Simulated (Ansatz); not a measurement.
# Structures of TiO2: which is lowest?

Plane-wave DFT in Ansatz with scalar-relativistic PAW potentials, cutoff 500 eV, Γ-centred meshes chosen by cell and gap, Gaussian smearing with energies taken to zero width. Every cell was relaxed (cell and atoms) in a run of its own, within the symmetry of its start. Functional: r2SCAN.

Relaxed structures (starts from databases or built by putting these elements on another compound's sites):
A. C2/m, 9 atoms in the computed cell, a = 14.164 Å, b = 2.963 Å, c = 4.702 Å, β = 91.5°; sites (symmetry × multiplicity) Ti 2/m × 2 + m × 4, O m × 4 + m × 4 + m × 4; start: database
B. Fm-3m, 3 atoms in the computed cell, a = 4.794 Å; sites (symmetry × multiplicity) Ti m-3m × 4, O -43m × 8; start: built
C. P4_2/mnm, 6 atoms in the computed cell, a = 4.596 Å, c = 2.954 Å; sites (symmetry × multiplicity) Ti m.mm × 2, O m.2m × 4; start: database
D. I4_1/amd, 6 atoms in the computed cell, a = 3.778 Å, c = 9.584 Å; sites (symmetry × multiplicity) Ti -4m2 × 4, O 2mm. × 8; start: database
E. I4/m, 12 atoms in the computed cell, a = 8.698 Å, c = 3.762 Å; sites (symmetry × multiplicity) Ti m.. × 8, O m.. × 8 + m.. × 8; start: database
F. P3_121, 9 atoms in the computed cell, a = 5.562 Å, c = 6.060 Å; sites (symmetry × multiplicity) Ti .2. × 3, O 1 × 6; start: database

Question: Rank them by energy. Could pressure change the order?

Answer:
```csv
structure,group,E − E(lowest) (meV/atom),V (Å³/atom),gap on mesh (eV)
D,I4_1/amd,0.0,11.40,2.57
C,P4_2/mnm,14.2,10.40,2.22
E,I4/m,44,11.86,2.09
A,C2/m,48,10.96,2.64
F,P3_121,136,18.04,4.05
B,Fm-3m,284,9.18,1.51
```

D is lowest, 14 meV/atom under C. C is denser by 1.00 Å³/atom, so pressure favours it: ΔE/ΔV, with ΔE in eV and 1 eV/Å³ = 160.2 GPa, gives about 2.3 GPa for equal enthalpy if both cells were rigid, a rough figure since the two compress differently. Other structures may lie lower than all of these, and vibrations aren't counted.